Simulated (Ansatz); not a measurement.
The cell is built from the rocksalt type as a first guess.

A run of Ansatz 0.2.0 printed the following.

```
Engine: ansatz 0.2.0
Pseudopotentials: kind: paw
Pseudopotential: Mn, paw, valence charge 15, recommended cutoff 420 eV (normal)
Pseudopotential: O, paw, valence charge 6, recommended cutoff 420 eV (normal)
Functional definition: PBE
  parameter kappa = 0.804
  parameter beta = 0.06672455060314922
  exchange = pbe_x(kappa = kappa, mu = beta*pi^2/3)
  correlation = pbe_c(beta = beta)
Crystal: 2 atoms, lattice volume = 22.247 Å³
Basis set: ecut = 420 eV, 411 PW (Γ), exchange–correlation on 48×48×48 points (8 copies of the dense FFT grid, shifted against one another)
Bands: 17, of which v1, the nominal top of the filled ones, is band 11 counted from 1 (10 counted from 0)
Symmetry: 48 space group operations
Space group: Fm-3m (ITA 225), of the structure as read, at distance tolerance 2.8e-5 Å
Magnetic group: BNS 225.116 (UNI 1618), of the structure as read, at distance tolerance 2.8e-5 Å
k-points: 84 of 2197
Non-local potential: Mn, projectors of the file, l = 0: 3, l = 1: 2, l = 2: 3, l = 3: 1
Non-local potential: O, projectors of the file, l = 0: 2, l = 1: 2, l = 2: 1
PAW form: soft (Blöchl's): semilocal exchange-correlation on the pseudo side does not see the compensation charge
PAW one-centre angular grid: Mn, 590 points (default); XC on 64 Gauss nodes
PAW one-centre angular grid: O, 110 points (default); XC on 64 Gauss nodes
Initial density: superposition of atomic densities (chi_scale 0.1, normalization cell, long waves kept (reshape's long-wave potential 0.00 eV rms))
Starting moments: Σ|m| = 4 μB on 1 of 2 sites
Initial wavefunctions: pseudopotential atomic-orbital guess
Functional: x = pbe(κ = 0.804, μ = 0.2195149727645171), c = pbe(β = 0.06672455060314922)
SCF iter   1: F=—  HF=-4466.462436 eV  |F-HF|=—  |Δ(HF+E_count)|=         —  Δρ=1.33e-1 (↑1.33e-1 ↓7.02e-2)  dr2=6.69e0  dr2_m=5.29e-1  M=4.340 μB ∫|m|=4.340 μB  β_m=0.30  ethr=3.10e-3  ⟨swp⟩=3.7  Hψ=11625  notcnv=0
Mixer restart at iter 1: flushing history
preconditioner: auto → none  [metal: Δε(μ)=0.009 eV  Ē_g=12.292 eV  σ=0.050 eV  W_gap=0.05  n_scr=8 (ndim 8)  ℏωp=28.4 eV  f_vac=0.000  D(μ)=1.28/eV (n_scr^D=14)  sad-step TF]
SCF iter   2: F=—  HF=-4466.077952 eV  |F-HF|=—  |Δ(HF+E_count)|=   3.84e-1  Δρ=6.99e-2 (↑6.99e-2 ↓2.69e-2)  dr2=1.22e0  dr2_m=2.84e-1  M=4.481 μB ∫|m|=4.481 μB  β_m=0.41  ethr=3.10e-3  ⟨swp⟩=2.9  Hψ=6778  notcnv=0  defer=84
SCF iter   3: F=—  HF=-4466.120323 eV  |F-HF|=—  |Δ(HF+E_count)|=   4.24e-2  Δρ=2.14e-2 (↑2.14e-2 ↓1.74e-2)  dr2=1.00e-1  dr2_m=5.37e-2  M=4.579 μB ∫|m|=4.579 μB  β_m=0.53  ethr=3.10e-3  ⟨swp⟩=2.6  Hψ=5716  notcnv=0  defer=130
SCF iter   4: F=—  HF=-4466.141757 eV  |F-HF|=—  |Δ(HF+E_count)|=         —  Δρ=1.43e-2 (↑1.43e-2 ↓1.12e-2)  dr2=8.20e-3  dr2_m=3.04e-2  M=4.748 μB ∫|m|=4.748 μB  β_m=0.53  ethr=4.78e-4  ⟨swp⟩=2.4  Hψ=5354  notcnv=0  defer=155
Mixer restart at iter 4: flushing history
SCF iter   5: F=—  HF=-4466.161617 eV  |F-HF|=—  |Δ(HF+E_count)|=   1.99e-2  Δρ=7.17e-3 (↑5.22e-3 ↓7.17e-3)  dr2=2.28e-3  dr2_m=6.98e-3  M=4.758 μB ∫|m|=4.758 μB  β_m=0.75  ethr=3.90e-5  ⟨swp⟩=2.0  Hψ=5028  notcnv=0  defer=155
SCF iter   6: F=—  HF=-4466.175664 eV  |F-HF|=—  |Δ(HF+E_count)|=   1.40e-2  Δρ=7.48e-3 (↑7.48e-3 ↓1.65e-3)  dr2=6.05e-3  dr2_m=3.70e-3  M=4.800 μB ∫|m|=4.800 μB  β_m=0.61  ethr=1.09e-5  ⟨swp⟩=2.0  Hψ=5477  notcnv=0  defer=155
SCF iter   7: F=—  HF=-4466.172511 eV  |F-HF|=—  |Δ(HF+E_count)|=   3.15e-3  Δρ=6.46e-4 (↑4.59e-4 ↓6.46e-4)  dr2=1.20e-4  dr2_m=4.34e-5  M=4.795 μB ∫|m|=4.795 μB  β_m=0.67  ethr=1.09e-5  ⟨swp⟩=2.0  Hψ=6194  notcnv=0  defer=155
SCF iter   8: F=—  HF=-4466.172456 eV  |F-HF|=—  |Δ(HF+E_count)|=   5.52e-5  Δρ=5.01e-4 (↑5.01e-4 ↓3.19e-4)  dr2=9.22e-5  dr2_m=4.06e-6  M=4.796 μB ∫|m|=4.796 μB  β_m=0.59  ethr=5.71e-7  ⟨swp⟩=2.0  Hψ=4085  notcnv=0  defer=155
SCF iter   9: F=—  HF=-4466.172493 eV  |F-HF|=—  |Δ(HF+E_count)|=   3.71e-5  Δρ=1.58e-4 (↑1.58e-4 ↓5.36e-5)  dr2=6.60e-6  dr2_m=6.28e-7  M=4.795 μB ∫|m|=4.795 μB  β_m=0.79  ethr=4.39e-7  ⟨swp⟩=2.0  Hψ=3897  notcnv=0  defer=155
SCF iter  10: F=—  HF=-4466.172496 eV  |F-HF|=—  |Δ(HF+E_count)|=   2.76e-6  Δρ=1.83e-5 (↑1.83e-5 ↓5.15e-6)  dr2=3.98e-8  dr2_m=2.18e-8  M=4.795 μB ∫|m|=4.795 μB  β_m=0.90  ethr=3.14e-8  ⟨swp⟩=2.0  Hψ=3897  notcnv=0  defer=155
SCF iter  11: F=-4466.172496 eV  HF=-4466.172496 eV  |F-HF|=4.43e-9  |Δ(HF+E_count)|=   3.76e-8  Δρ=3.89e-6 (↑3.89e-6 ↓2.29e-6)  dr2=5.63e-9  dr2_m=8.42e-10  M=4.795 μB ∫|m|=4.795 μB  ethr=1.90e-10  ⟨swp⟩=2.5  Hψ=8581  notcnv=0
SCF 1 converged in 11 iterations: F = -4466.172496 eV  dr2 = 5.63e-9
  greatest PAW one-centre occupation: 1.004 electrons in one spin orbital (limit 2), on the Mn atom at site 0 (counted from 0), in its partial waves of l = 1
relax step   1: F+E_penalty+E_count = -4466.17249587 eV  Δ(F+E_penalty+E_count) = +0.000e0 eV  max|allowed force component| = 9.861e-30 eV/Å  Δτ_max = 0.0000 Å  P = -1.589 GPa  Ω = 22.247 Å³  (11 SCF iters, dr2 threshold 1.00e-7 eV, accepted)
Crystal: 2 atoms, lattice volume = 22.078 Å³
Initial density: handed on by an earlier stage of this run
Starting moments: Σ|m| = 4 μB on 1 of 2 sites; this step starts from the density that it was given
Initial wavefunctions: those handed on with the density
iter 1 solved again at ethr=2.94e-7 eV; its pass at ethr=3.10e-3 eV (dr2=6.17e-5 eV) is discarded
SCF iter   1: F=—  HF=-4466.174217 eV  |F-HF|=—  |Δ(HF+E_count)|=         —  Δρ=1.19e-3 (↑1.19e-3 ↓1.09e-3)  dr2=5.93e-5  dr2_m=2.36e-4  M=4.773 μB ∫|m|=4.773 μB  β_m=0.65  ethr=2.94e-7  ⟨swp⟩=2.1  Hψ=15707  notcnv=0
preconditioner: auto → none  [metal: Δε(μ)=0.015 eV  Ē_g=13.137 eV  σ=0.050 eV  W_gap=0.08  n_scr=0 (ndim 8)  ℏωp=28.5 eV  f_vac=0.000  D(μ)=1.13/eV (n_scr^D=14)]
SCF iter   2: F=—  HF=-4466.174355 eV  |F-HF|=—  |Δ(HF+E_count)|=   1.37e-4  Δρ=4.97e-4 (↑4.97e-4 ↓4.76e-4)  dr2=1.78e-5  dr2_m=3.90e-5  M=4.772 μB ∫|m|=4.772 μB  β_m=0.64  ethr=2.82e-7  ⟨swp⟩=2.0  Hψ=3932  notcnv=0
SCF iter   3: F=—  HF=-4466.174433 eV  |F-HF|=—  |Δ(HF+E_count)|=   7.84e-5  Δρ=2.63e-4 (↑1.65e-4 ↓2.63e-4)  dr2=2.27e-5  dr2_m=3.06e-6  M=4.771 μB ∫|m|=4.771 μB  β_m=0.56  ethr=8.50e-8  ⟨swp⟩=2.0  Hψ=3962  notcnv=0
SCF iter   4: F=—  HF=-4466.174447 eV  |F-HF|=—  |Δ(HF+E_count)|=   1.39e-5  Δρ=8.17e-5 (↑7.65e-5 ↓8.17e-5)  dr2=2.12e-7  dr2_m=1.18e-6  M=4.771 μB ∫|m|=4.771 μB  β_m=0.76  ethr=8.50e-8  ⟨swp⟩=2.0  Hψ=3928  notcnv=0
SCF iter   5: F=—  HF=-4466.174453 eV  |F-HF|=—  |Δ(HF+E_count)|=   6.21e-6  Δρ=5.84e-5 (↑5.84e-5 ↓3.38e-5)  dr2=9.46e-7  dr2_m=1.51e-7  M=4.770 μB ∫|m|=4.770 μB  β_m=0.67  ethr=1.01e-9  ⟨swp⟩=2.0  Hψ=4642  notcnv=0
SCF iter   6: F=—  HF=-4466.174453 eV  |F-HF|=—  |Δ(HF+E_count)|=   2.79e-9  Δρ=5.59e-6 (↑5.57e-6 ↓5.59e-6)  dr2=1.58e-8  dr2_m=2.69e-9  M=4.770 μB ∫|m|=4.770 μB  β_m=0.84  ethr=1.01e-9  ⟨swp⟩=2.0  Hψ=4650  notcnv=0
SCF iter   7: F=-4466.174453 eV  HF=-4466.174453 eV  |F-HF|=1.65e-9  |Δ(HF+E_count)|=   9.67e-8  Δρ=3.48e-6 (↑3.48e-6 ↓1.79e-6)  dr2=3.06e-9  dr2_m=7.79e-10  M=4.770 μB ∫|m|=4.770 μB  ethr=7.53e-11  ⟨swp⟩=1.6  Hψ=7663  notcnv=0
SCF 2 converged in 7 iterations: F = -4466.174453 eV  dr2 = 3.06e-9
relax step   2: F+E_penalty+E_count = -4466.17445332 eV  Δ(F+E_penalty+E_count) = -1.957e-3 eV  max|allowed force component| = 4.681e-29 eV/Å  Δτ_max = 0.0000 Å  P = -0.880 GPa  Ω = 22.078 Å³  energy of the carried Pulay correction = +6.481e-4 eV  (7 SCF iters, dr2 threshold 2.00e-7 eV, accepted)
Crystal: 2 atoms, lattice volume = 21.871 Å³
iter 1 solved again at ethr=3.81e-7 eV; its pass at ethr=3.10e-3 eV (dr2=8.01e-5 eV) is discarded
SCF iter   1: F=—  HF=-4466.175395 eV  |F-HF|=—  |Δ(HF+E_count)|=         —  Δρ=1.29e-3 (↑1.29e-3 ↓1.20e-3)  dr2=7.56e-5  dr2_m=2.79e-4  M=4.745 μB ∫|m|=4.745 μB  β_m=0.65  ethr=3.81e-7  ⟨swp⟩=2.0  Hψ=15624  notcnv=0
preconditioner: auto → none  [metal: Δε(μ)=0.031 eV  Ē_g=13.207 eV  σ=0.050 eV  W_gap=0.16  n_scr=0 (ndim 8)  ℏωp=28.6 eV  f_vac=0.000  D(μ)=1.10/eV (n_scr^D=14)]
SCF iter   2: F=—  HF=-4466.175620 eV  |F-HF|=—  |Δ(HF+E_count)|=   2.25e-4  Δρ=5.60e-4 (↑5.60e-4 ↓5.18e-4)  dr2=2.41e-5  dr2_m=4.66e-5  M=4.745 μB ∫|m|=4.745 μB  β_m=0.64  ethr=3.60e-7  ⟨swp⟩=2.0  Hψ=3924  notcnv=0
SCF iter   3: F=—  HF=-4466.175739 eV  |F-HF|=—  |Δ(HF+E_count)|=   1.19e-4  Δρ=2.98e-4 (↑1.66e-4 ↓2.98e-4)  dr2=2.95e-5  dr2_m=3.06e-6  M=4.744 μB ∫|m|=4.744 μB  β_m=0.56  ethr=1.15e-7  ⟨swp⟩=2.0  Hψ=3957  notcnv=0
SCF iter   4: F=—  HF=-4466.175760 eV  |F-HF|=—  |Δ(HF+E_count)|=   2.08e-5  Δρ=9.90e-5 (↑8.48e-5 ↓9.90e-5)  dr2=4.31e-7  dr2_m=1.56e-6  M=4.744 μB ∫|m|=4.744 μB  β_m=0.77  ethr=1.15e-7  ⟨swp⟩=2.0  Hψ=3912  notcnv=0
SCF iter   5: F=—  HF=-4466.175769 eV  |F-HF|=—  |Δ(HF+E_count)|=   9.62e-6  Δρ=7.54e-5 (↑7.54e-5 ↓3.17e-5)  dr2=1.21e-6  dr2_m=2.50e-7  M=4.743 μB ∫|m|=4.743 μB  β_m=0.68  ethr=2.05e-9  ⟨swp⟩=2.0  Hψ=4491  notcnv=0
SCF iter   6: F=—  HF=-4466.175769 eV  |F-HF|=—  |Δ(HF+E_count)|=   2.87e-7  Δρ=7.20e-6 (↑7.20e-6 ↓5.89e-6)  dr2=2.04e-8  dr2_m=3.03e-9  M=4.743 μB ∫|m|=4.743 μB  β_m=0.84  ethr=2.05e-9  ⟨swp⟩=2.0  Hψ=4645  notcnv=0
SCF iter   7: F=-4466.175769 eV  HF=-4466.175769 eV  |F-HF|=1.95e-9  |Δ(HF+E_count)|=   1.47e-7  Δρ=3.07e-6 (↑3.07e-6 ↓2.28e-6)  dr2=3.18e-9  dr2_m=7.01e-10  M=4.743 μB ∫|m|=4.743 μB  ethr=9.69e-11  ⟨swp⟩=1.5  Hψ=8314  notcnv=0
SCF 3 converged in 7 iterations: F = -4466.175769 eV  dr2 = 3.18e-9
relax step   3: F+E_penalty+E_count = -4466.17576928 eV  Δ(F+E_penalty+E_count) = -1.316e-3 eV  max|allowed force component| = 5.621e-30 eV/Å  Δτ_max = 0.0000 Å  P = +0.103 GPa  Ω = 21.871 Å³  energy of the carried Pulay correction = +1.445e-3 eV  (7 SCF iters, dr2 threshold 2.00e-7 eV, accepted)
Crystal: 2 atoms, lattice volume = 21.893 Å³
iter 1 solved again at ethr=3.49e-9 eV; its pass at ethr=3.10e-3 eV (dr2=7.34e-7 eV) is discarded
SCF iter   1: F=—  HF=-4466.175688 eV  |F-HF|=—  |Δ(HF+E_count)|=         —  Δρ=1.14e-4 (↑1.14e-4 ↓1.11e-4)  dr2=6.91e-7  dr2_m=2.25e-6  M=4.745 μB ∫|m|=4.745 μB  β_m=0.65  ethr=3.49e-9  ⟨swp⟩=2.0  Hψ=15152  notcnv=0
preconditioner: auto → none  [metal: Δε(μ)=0.032 eV  Ē_g=13.208 eV  σ=0.050 eV  W_gap=0.16  n_scr=0 (ndim 8)  ℏωp=28.6 eV  f_vac=0.000  D(μ)=1.11/eV (n_scr^D=14)]
SCF iter   2: F=—  HF=-4466.175691 eV  |F-HF|=—  |Δ(HF+E_count)|=   2.80e-6  Δρ=5.50e-5 (↑5.50e-5 ↓4.78e-5)  dr2=2.28e-7  dr2_m=4.24e-7  M=4.745 μB ∫|m|=4.745 μB  β_m=0.65  ethr=3.29e-9  ⟨swp⟩=2.0  Hψ=3908  notcnv=0
SCF iter   3: F=—  HF=-4466.175692 eV  |F-HF|=—  |Δ(HF+E_count)|=   1.37e-6  Δρ=3.02e-5 (↑1.64e-5 ↓3.02e-5)  dr2=3.43e-7  dr2_m=1.90e-8  M=4.745 μB ∫|m|=4.745 μB  β_m=0.56  ethr=1.09e-9  ⟨swp⟩=2.0  Hψ=3963  notcnv=0
SCF iter   4: F=—  HF=-4466.175692 eV  |F-HF|=—  |Δ(HF+E_count)|=   2.08e-7  Δρ=1.04e-5 (↑8.48e-6 ↓1.04e-5)  dr2=5.19e-9  dr2_m=1.62e-8  M=4.745 μB ∫|m|=4.745 μB  β_m=0.78  ethr=1.09e-9  ⟨swp⟩=2.1  Hψ=3977  notcnv=0
SCF iter   5: F=—  HF=-4466.175692 eV  |F-HF|=—  |Δ(HF+E_count)|=   1.09e-7  Δρ=6.81e-6 (↑6.54e-6 ↓6.81e-6)  dr2=2.76e-8  dr2_m=1.29e-9  M=4.745 μB ∫|m|=4.745 μB  β_m=0.69  ethr=2.47e-11  ⟨swp⟩=2.0  Hψ=4299  notcnv=0
SCF iter   6: F=-4466.175692 eV  HF=-4466.175692 eV  |F-HF|=5.64e-10  |Δ(HF+E_count)|=   6.24e-9  Δρ=1.38e-6 (↑1.38e-6 ↓9.39e-7)  dr2=1.00e-9  dr2_m=2.03e-11  M=4.745 μB ∫|m|=4.745 μB  ethr=2.47e-11  ⟨swp⟩=1.7  Hψ=8623  notcnv=0
SCF 4 converged in 6 iterations: F = -4466.175692 eV  dr2 = 1.00e-9
relax step   4: F+E_penalty+E_count = -4466.17569247 eV  Δ(F+E_penalty+E_count) = +7.680e-5 eV  max|allowed force component| = 3.238e-30 eV/Å  Δτ_max = 0.0000 Å  P = -0.007 GPa  Ω = 21.893 Å³  energy of the carried Pulay correction = +1.362e-3 eV  (6 SCF iters, dr2 threshold 2.65e-8 eV, accepted)
Initial wavefunctions: pseudopotential atomic-orbital guess (no wavefunctions were taken with the density)
iter 1 solved again at ethr=9.60e-9 eV; its pass at ethr=3.10e-3 eV (dr2=2.02e-6 eV) is discarded
SCF iter   1: F=—  HF=-4466.174443 eV  |F-HF|=—  |Δ(HF+E_count)|=         —  Δρ=9.71e-5 (↑9.71e-5 ↓8.52e-5)  dr2=2.48e-6  dr2_m=2.67e-7  M=4.745 μB ∫|m|=4.745 μB  β_m=0.65  ethr=9.60e-9  ⟨swp⟩=3.0  Hψ=20163  notcnv=0
preconditioner: auto → none  [metal: Δε(μ)=0.032 eV  Ē_g=13.206 eV  σ=0.050 eV  W_gap=0.16  n_scr=0 (ndim 8)  ℏωp=28.6 eV  f_vac=0.000  D(μ)=1.11/eV (n_scr^D=14)]
SCF iter   2: F=—  HF=-4466.174441 eV  |F-HF|=—  |Δ(HF+E_count)|=   1.69e-6  Δρ=6.91e-5 (↑6.91e-5 ↓6.17e-5)  dr2=2.84e-6  dr2_m=1.25e-8  M=4.745 μB ∫|m|=4.745 μB  β_m=0.35  ethr=9.60e-9  ⟨swp⟩=2.0  Hψ=3958  notcnv=0
SCF iter   3: F=—  HF=-4466.174442 eV  |F-HF|=—  |Δ(HF+E_count)|=   6.58e-7  Δρ=2.71e-5 (↑2.71e-5 ↓2.45e-5)  dr2=1.67e-7  dr2_m=9.81e-9  M=4.745 μB ∫|m|=4.745 μB  β_m=0.63  ethr=9.60e-9  ⟨swp⟩=2.0  Hψ=3915  notcnv=0
SCF iter   4: F=—  HF=-4466.174443 eV  |F-HF|=—  |Δ(HF+E_count)|=   1.19e-6  Δρ=9.03e-6 (↑9.03e-6 ↓9.01e-6)  dr2=5.73e-8  dr2_m=6.43e-10  M=4.745 μB ∫|m|=4.745 μB  β_m=0.63  ethr=7.97e-10  ⟨swp⟩=2.0  Hψ=3973  notcnv=0
SCF iter   5: F=—  HF=-4466.174443 eV  |F-HF|=—  |Δ(HF+E_count)|=   1.09e-7  Δρ=7.35e-6 (↑7.35e-6 ↓3.42e-6)  dr2=7.23e-9  dr2_m=4.46e-9  M=4.745 μB ∫|m|=4.745 μB  β_m=0.72  ethr=2.73e-10  ⟨swp⟩=2.0  Hψ=3942  notcnv=0
SCF iter   6: F=—  HF=-4466.174443 eV  |F-HF|=—  |Δ(HF+E_count)|=   1.16e-8  Δρ=2.41e-7 (↑2.41e-7 ↓9.45e-8)  dr2=6.60e-12  dr2_m=4.49e-12  M=4.745 μB ∫|m|=4.745 μB  β_m=0.86  ethr=3.44e-11  ⟨swp⟩=2.0  Hψ=3987  notcnv=0
SCF iter   7: F=-4466.174443 eV  HF=-4466.174443 eV  |F-HF|=7.28e-12  |Δ(HF+E_count)|=  6.91e-11  Δρ=1.24e-7 (↑6.97e-8 ↓1.24e-7)  dr2=7.98e-12  dr2_m=3.46e-13  M=4.745 μB ∫|m|=4.745 μB  ethr=1.00e-12  ⟨swp⟩=3.8  Hψ=10254  notcnv=0
SCF 5 converged in 7 iterations: F = -4466.174443 eV  dr2 = 7.98e-12
relax step   5: F+E_penalty+E_count = -4466.17444341 eV  Δ(F+E_penalty+E_count) = +1.249e-3 eV  max|allowed force component| = 4.832e-30 eV/Å  Δτ_max = 0.0000 Å  P = -0.100 GPa  Ω = 21.893 Å³  stress off target by 9.99e-2 GPa  SCF on the basis re-selected at this cell (its energy is not comparable with the rows above)  (7 SCF iters)
basis re-selected at this cell: Δ(F+E_penalty+E_count) = +1.249e-3 eV, ΔP = -0.093 GPa vs the last step (what re-selecting the basis moved, of the pressure what is left beyond the Pulay correction that the steps carried, after the strain that the cell walked since its last selection, with what the two solves' SCF thresholds leave and, on support functions, any second-order correction that the steps lacked; it is no measure of the basis error at this ecutwfc). This SCF's stress stands 9.99e-2 GPa from its target on what of the cell is left free (relax.cell.stress_tol is 5.00e-2 GPa) and its largest allowed force component is 4.83e-30 eV/Å (relax.f_tol is 5.00e-3 eV/Å): not within both, so this SCF does not close the relaxation
Crystal: 2 atoms, lattice volume = 21.873 Å³
iter 1 solved again at ethr=2.93e-9 eV; its pass at ethr=3.10e-3 eV (dr2=6.15e-7 eV) is discarded
SCF iter   1: F=—  HF=-4466.174521 eV  |F-HF|=—  |Δ(HF+E_count)|=         —  Δρ=1.06e-4 (↑1.06e-4 ↓1.01e-4)  dr2=5.80e-7  dr2_m=1.91e-6  M=4.743 μB ∫|m|=4.743 μB  β_m=0.65  ethr=2.93e-9  ⟨swp⟩=2.0  Hψ=15118  notcnv=0
preconditioner: auto → none  [metal: Δε(μ)=0.032 eV  Ē_g=13.213 eV  σ=0.050 eV  W_gap=0.16  n_scr=0 (ndim 8)  ℏωp=28.6 eV  f_vac=0.000  D(μ)=1.10/eV (n_scr^D=14)]
SCF iter   2: F=—  HF=-4466.174523 eV  |F-HF|=—  |Δ(HF+E_count)|=   2.18e-6  Δρ=4.99e-5 (↑4.99e-5 ↓4.37e-5)  dr2=1.85e-7  dr2_m=3.51e-7  M=4.743 μB ∫|m|=4.743 μB  β_m=0.65  ethr=2.76e-9  ⟨swp⟩=2.0  Hψ=3915  notcnv=0
SCF iter   3: F=—  HF=-4466.174524 eV  |F-HF|=—  |Δ(HF+E_count)|=   1.09e-6  Δρ=2.72e-5 (↑1.44e-5 ↓2.72e-5)  dr2=2.66e-7  dr2_m=1.76e-8  M=4.743 μB ∫|m|=4.743 μB  β_m=0.56  ethr=8.80e-10  ⟨swp⟩=2.0  Hψ=3960  notcnv=0
SCF iter   4: F=—  HF=-4466.174524 eV  |F-HF|=—  |Δ(HF+E_count)|=   1.72e-7  Δρ=9.25e-6 (↑7.68e-6 ↓9.25e-6)  dr2=4.00e-9  dr2_m=1.31e-8  M=4.743 μB ∫|m|=4.743 μB  β_m=0.78  ethr=8.80e-10  ⟨swp⟩=2.0  Hψ=3953  notcnv=0
SCF iter   5: F=-4466.174524 eV  HF=-4466.174524 eV  |F-HF|=2.16e-8  |Δ(HF+E_count)|=   8.79e-8  Δρ=6.15e-6 (↑6.07e-6 ↓6.15e-6)  dr2=2.31e-8  dr2_m=1.06e-9  M=4.743 μB ∫|m|=4.743 μB  ethr=1.90e-11  ⟨swp⟩=1.9  Hψ=8333  notcnv=0
SCF 6 converged in 5 iterations: F = -4466.174524 eV  dr2 = 2.31e-8
relax step   6: F+E_penalty+E_count = -4466.17452442 eV  Δ(F+E_penalty+E_count) = -8.101e-5 eV  max|allowed force component| = 3.895e-30 eV/Å  Δτ_max = 0.0000 Å  P = -0.001 GPa  Ω = 21.873 Å³  energy of the carried Pulay correction = +7.483e-5 eV  (5 SCF iters, dr2 threshold 2.50e-8 eV, accepted)
iter 1 solved again at ethr=5.48e-10 eV; its pass at ethr=3.10e-3 eV (dr2=1.15e-7 eV) is discarded
SCF iter   1: F=—  HF=-4466.174503 eV  |F-HF|=—  |Δ(HF+E_count)|=         —  Δρ=6.04e-6 (↑6.04e-6 ↓3.71e-6)  dr2=9.62e-9  dr2_m=1.47e-9  M=4.743 μB ∫|m|=4.743 μB  β_m=0.65  ethr=5.48e-10  ⟨swp⟩=3.1  Hψ=20404  notcnv=0
preconditioner: auto → none  [metal: Δε(μ)=0.032 eV  Ē_g=13.214 eV  σ=0.050 eV  W_gap=0.16  n_scr=0 (ndim 8)  ℏωp=28.6 eV  f_vac=0.000  D(μ)=1.10/eV (n_scr^D=14)]
SCF iter   2: F=—  HF=-4466.174503 eV  |F-HF|=—  |Δ(HF+E_count)|=   1.80e-9  Δρ=6.23e-6 (↑6.23e-6 ↓9.11e-7)  dr2=5.62e-9  dr2_m=1.94e-9  M=4.743 μB ∫|m|=4.743 μB  β_m=0.34  ethr=4.58e-11  ⟨swp⟩=2.0  Hψ=4630  notcnv=0
SCF iter   3: F=—  HF=-4466.174503 eV  |F-HF|=—  |Δ(HF+E_count)|=   3.17e-9  Δρ=1.35e-6 (↑1.23e-6 ↓1.35e-6)  dr2=5.94e-11  dr2_m=2.82e-10  M=4.743 μB ∫|m|=4.743 μB  β_m=0.67  ethr=2.68e-11  ⟨swp⟩=2.6  Hψ=4538  notcnv=0
SCF iter   4: F=—  HF=-4466.174503 eV  |F-HF|=—  |Δ(HF+E_count)|=   1.12e-9  Δρ=3.39e-7 (↑3.39e-7 ↓2.64e-7)  dr2=3.64e-11  dr2_m=3.40e-12  M=4.743 μB ∫|m|=4.743 μB  β_m=0.63  ethr=1.00e-12  ⟨swp⟩=2.3  Hψ=4222  notcnv=0
SCF iter   5: F=-4466.174503 eV  HF=-4466.174503 eV  |F-HF|=1.09e-11  |Δ(HF+E_count)|=  1.73e-11  Δρ=1.87e-7 (↑1.87e-7 ↓1.65e-7)  dr2=1.40e-11  dr2_m=1.88e-12  M=4.743 μB ∫|m|=4.743 μB  ethr=1.00e-12  ⟨swp⟩=3.4  Hψ=10094  notcnv=0
SCF 7 converged in 5 iterations: F = -4466.174503 eV  dr2 = 1.40e-11
relax step   7: F+E_penalty+E_count = -4466.17450253 eV  Δ(F+E_penalty+E_count) = +2.189e-5 eV  max|allowed force component| = 3.747e-30 eV/Å  Δτ_max = 0.0000 Å  P = -0.005 GPa  Ω = 21.873 Å³  stress off target by 4.65e-3 GPa  SCF on the basis re-selected at this cell (its energy is not comparable with the rows above)  (5 SCF iters)
basis re-selected at this cell: Δ(F+E_penalty+E_count) = +2.189e-5 eV, ΔP = -0.004 GPa vs the last step (what re-selecting the basis moved, of the pressure what is left beyond the Pulay correction that the steps carried, after the strain that the cell walked since its last selection, with what the two solves' SCF thresholds leave and, on support functions, any second-order correction that the steps lacked; it is no measure of the basis error at this ecutwfc). This SCF's stress stands 4.65e-3 GPa from its target on what of the cell is left free (relax.cell.stress_tol is 5.00e-2 GPa) and its largest allowed force component is 3.75e-30 eV/Å (relax.f_tol is 5.00e-3 eV/Å): within both
SCF converged after 5 iterations
Magnetization: 4.7431 μB (12.8716 up, 8.1284 down)
Absolute magnetization: 4.7431 μB (∫|ρ↑−ρ↓|, with the PAW one-centre terms)
Spin contamination: 0.0119 ħ² per cell (⟨S²⟩ above its minimum at these occupations)
Per-site moments (μB) at R_I (Å): [(4.026190901569037, 0.9156289915877118), (0.22821888831886583, 0.9156289915877118)]
Free energy (F): -4466.174503 eV
Harris-Foulkes:  -4466.174503 eV  (|F-HF|=1.09e-11)
Internal energy: -4466.165798 eV  (E = F + TS)
E sigma→0 (E₀):  -4466.170150 eV
Entropy (-TS):   -0.008705 eV (-4.352 meV/atom)
Fermi energy:    13.478083 eV
--- Per-component energies (eV) ---
  E_band       = -246.213653
  E_kinetic    = 474.151901
  E_local      = -2226.174206  (includes V_loc(G=0)·N_el)
  E_nonlocal   = 302.510974
  E_hartree    = 892.646975
  E_xc         = -184.570761
  E_vxc        = -235.789505  (∫ρ·V_xc dr)
  E_paw        = -1465.894092  (= ΣΔE_a)
  E_vpaw       = -346.209189  (= ΣTr[D̂ρ^β])
  E_aug_tail   = 0.002380  (compensation charges beyond the density's cutoff)
  E_ewald      = -2258.838968
  E_smearing   = -0.008705  (= −TS)
  E_closure    = 0.000000  (closes the sum)
  Σ components = -4466.174503   (vs F -4466.174503, Δ=0.00e0)
--- Forces (eV/Å), atoms counted from 1 ---
  atom   1  Mn    -0.00000000     0.00000000    -0.00000000
  atom   2  O      0.00000000     0.00000000    -0.00000000
  max |Σ_I F_I| component: 5.26e-30 eV/Å
--- Stress (GPa, compression-positive) ---
       -0.004648      -0.000000      -0.000000
       -0.000000      -0.004648      -0.000000
       -0.000000      -0.000000      -0.004648
  P = ⅓ Tr σ = -0.0046 GPa (-0.046 kbar)
--- Relaxed structure (5 steps of the walk, 5 accepted, 2 SCFs on fresh bases) ---
  F+E_penalty+E_count = -4466.17450253 eV   max|allowed force component| = 3.747e-30 eV/Å   (the final SCF, on the basis selected at the relaxed cell)
  cell:  # Å, volume = 21.8734 Å³
    - [4.139989776727667e-34, 2.2197066462732407, 2.2197066462732407]
    - [2.2197066462732407, 7.961518801399377e-36, 2.2197066462732407]
    - [2.2197066462732407, 2.2197066462732407, 4.092220663919271e-34]
  atoms:
    - { symbol: Mn, position: [-2.2467774775126496e-37, 1.2357276134244895e-36, 3.3701662164788086e-37] }
    - { symbol: O, position: [0.5, 0.5, 0.5] }
```

The cell and starting positions:

```
CELL_PARAMETERS angstrom
0.00000 2.23228 2.23228
2.23228 0.00000 2.23228
2.23228 2.23228 0.00000
ATOMIC_POSITIONS crystal
Mn 0.00000 0.00000 0.00000
O 0.50000 0.50000 0.50000
```

Parts of the input that the log doesn't repeat:

```yaml
output:
  forces: true
  stress: true
```

(1) Write the input that produced this log.

## Answers

(1) 
```yaml
crystal:
  lattice:
    - [0.0, 2.2322827293, 2.2322827293]
    - [2.2322827293, 0.0, 2.2322827293]
    - [2.2322827293, 2.2322827293, 0.0]
  atoms:
    - { symbol: Mn, position: [0.0, 0.0, 0.0], spin: 4.0 }
    - { symbol: O, position: [0.5, 0.5, 0.5] }
magnetization:
  spin_polarized: true
kpoints:
  mp_grid: { grid: [13, 13, 13] }
scf:
  occupations: { method: fermi_dirac, width: 0.05 }
hamiltonian:
  xc: pbe
  pseudopotentials: { kind: paw }
output:
  forces: true
  stress: true
relax:
  f_tol: 0.005
  max_steps: 80
  cell: {}
```
This is the input that was run; digits and keys that the log doesn't show could differ in an equivalent one.
